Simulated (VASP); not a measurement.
A run of VASP 6.6.1 is set up as follows.

Contents of INCAR:

```
SYSTEM = Si
PREC = Accurate
ENCUT = 520
EDIFF = 1E-7
ISMEAR = 0
SIGMA = 0.05
LREAL = .False.
LASPH = .True.
NELM = 100
ALGO = Fast
ISIF = 2
LWAVE = .False.
LCHARG = .False.
GGA = CA
NBANDS = 11
```

File KPOINTS:

```
regular mesh
0
Gamma
  12 12 12
  0 0 0
```

File POSCAR:

```
Si
1.0
    0.0000000000      2.7009735863      2.7009735863
    2.7009735863      0.0000000000      2.7009735863
    2.7009735863      2.7009735863      0.0000000000
Si
2
Direct
    0.5000000000      0.5000000000      0.4911143152
    0.7500000000      0.7500000000      0.7588856848
```

Potentials or basis: VASP PAW LDA potentials, release 64 (Si).

The run is started by

```console
$ cat potpaw_LDA.64/Si/POTCAR > POTCAR
$ mpirun -np 1 vasp_std > vasp.out
```

What does it give for the pressure?

0.2 GPa.

Predict the largest force.

0.925 eV/Å.

Forces on the atoms (eV/Å):
```
Si   0.651  0.651 -0.085
Si  -0.651 -0.651  0.085
```
